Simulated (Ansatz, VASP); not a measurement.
**Two plane-wave programs on C**

```
C
1.0
     1.20822    0.69756    3.45767
    -1.20822    0.69756    3.45767
     0.00000   -1.39513    3.45767
C
2
Cartesian
  0.0000 0.0000 1.7012
  0.0000 0.0000 8.6718
```

Alike in both runs: task single point; functional LDA; k mesh 12 × 12 × 12; occupations gaussian, width 0.05 eV; no spin polarisation.

|  | VASP | Ansatz |
| --- | --- | --- |
| version | VASP 6.6.1 | Ansatz 0.2.0 |
| potentials or method | VASP PAW LDA potentials, release 64 (C) | scalar-relativistic, plane waves, PAW |
| plane-wave cutoff (eV) | 520 | 420 |
| valence electrons in the cell | 8 | 8 |

VASP gave:

- gap on the k mesh at the Fermi level (eV): 0.63
- least direct gap on the mesh (eV): 0.63
- pressure (GPa): 10.6
- largest component of the traceless stress (GPa): 12.46
- rms of the force components (eV/Å): 0.534

Q: What did Ansatz give for the same quantities?

A: gap on the k mesh at the Fermi level (eV): 0.63; least direct gap on the mesh (eV): 0.63; pressure (GPa): 9.8; largest component of the traceless stress (GPa): 11.52; rms of the force components (eV/Å): 0.537.

Atom by atom the forces differ by 0.003 eV/Å (rms over components).
